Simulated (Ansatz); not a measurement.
Born–Oppenheimer molecular dynamics of a periodic cell of 41 atoms, Al₁₆HO₂₄ (host Al2O3, host structure R-3c, interstitial H). It goes on from the last frame of an earlier run, with new velocities.

The calculation used Ansatz, DFT r2SCAN-D3(BJ), scalar-relativistic, plane waves, PAW. Settings: accuracy low, PAW set soft_1, cutoff 500 eV, k mesh 1x1x1, fermi-dirac smearing 0.05 eV, spin collinear.

| Property | Result |
| --- | --- |
| ensemble | NVT, Langevin thermostat |
| time step | 0.5 fs |
| steps asked | 60 |
| set temperature | 840 K |
| friction | 0.05 /fs |
| seed | 30805 |

First frame:

```xyz
41
Lattice="-4.7540 -2.7447 4.3273 4.7540 -2.7447 4.3273 0.0000 5.4894 4.3273" Properties=species:S:1:pos:R:3
Al -0.007 -0.004 4.536
Al -0.017 -0.013 1.879
Al 0.087 0.058 8.362
Al 0.055 0.035 11.113
O 0.924 1.421 7.587
O -1.576 0.093 7.608
O 0.749 -1.524 7.575
O -0.907 -1.415 5.378
O 1.646 -0.104 5.414
O -0.751 1.512 5.480
Al -0.043 -2.692 8.914
Al -0.038 -2.642 6.320
Al -0.081 2.730 4.080
Al 0.016 2.731 6.715
O -3.858 1.395 7.617
O 3.052 0.051 7.556
O 0.601 1.246 3.241
O 3.832 -1.353 5.424
O -3.079 -0.119 5.523
O -0.733 -1.281 9.686
Al -2.393 1.361 8.855
Al -2.338 1.348 6.336
Al 2.401 -1.450 4.018
Al 2.339 -1.404 6.715
O -1.443 -2.679 7.615
O 0.751 -1.302 3.168
O 3.153 2.606 7.598
O 1.418 2.623 5.295
O -0.622 1.218 9.610
O -3.162 -2.551 5.378
Al 2.417 1.365 8.904
Al 2.400 1.371 6.192
Al -2.370 -1.379 4.088
Al -2.496 -1.349 6.827
O -1.485 -0.015 3.257
O 0.690 -3.912 7.607
O -1.643 2.667 7.603
O 1.450 0.047 9.757
O -0.662 3.959 5.433
O 1.601 -2.612 5.418
H 2.516 -1.217 2.020
```

**Question.** What does the run give?

**Answer.** The run went to its last step.

```json
{
  "steps done": "60",
  "time covered": "30 fs",
  "mean temperature over the second half": "674 K",
  "spread of the potential energy over the second half": "4.5 meV per atom",
  "mean potential energy of the second half above the start": "37.1 meV per atom"
}
```

The mean temperature of the second half is 20 % below the set value. A run of 0.03 ps of so small a system gives no equilibrium averages. Limits of this set-up: coarse k mesh, a small cell, in which the defect meets its images, a typed lattice constant that wasn't relaxed here, low accuracy level.

**Question.** What happens to the structure?

**Answer.** Mean squared displacements from the first frame to the last, about the centre of mass: Al 0.01 Å², O 0.02 Å², H 0.08 Å². The details hang on the random start.

**Question.** How do temperature and energy run in time?

**Answer.** 
```tsv
time (fs)	T (K)	potential energy less start (eV)
0	820	0.000
1.5	774	0.118
3	752	0.393
4.5	639	0.778
6	549	1.094
7.5	599	1.191
9	632	1.236
10.5	694	1.336
12	683	1.499
13.5	661	1.635
15	632	1.748
16.5	668	1.807
18	589	1.770
19.5	597	1.669
21	691	1.544
22.5	648	1.475
24	707	1.394
25.5	742	1.314
27	746	1.283
28.5	721	1.336
30	675	1.440
```

The run took 39 min on 2 threads of Intel(R) Xeon(R) Processor @ 2.50GHz (Skylake/Cascade Lake), with other jobs on the host, peak memory 0.86 GiB.
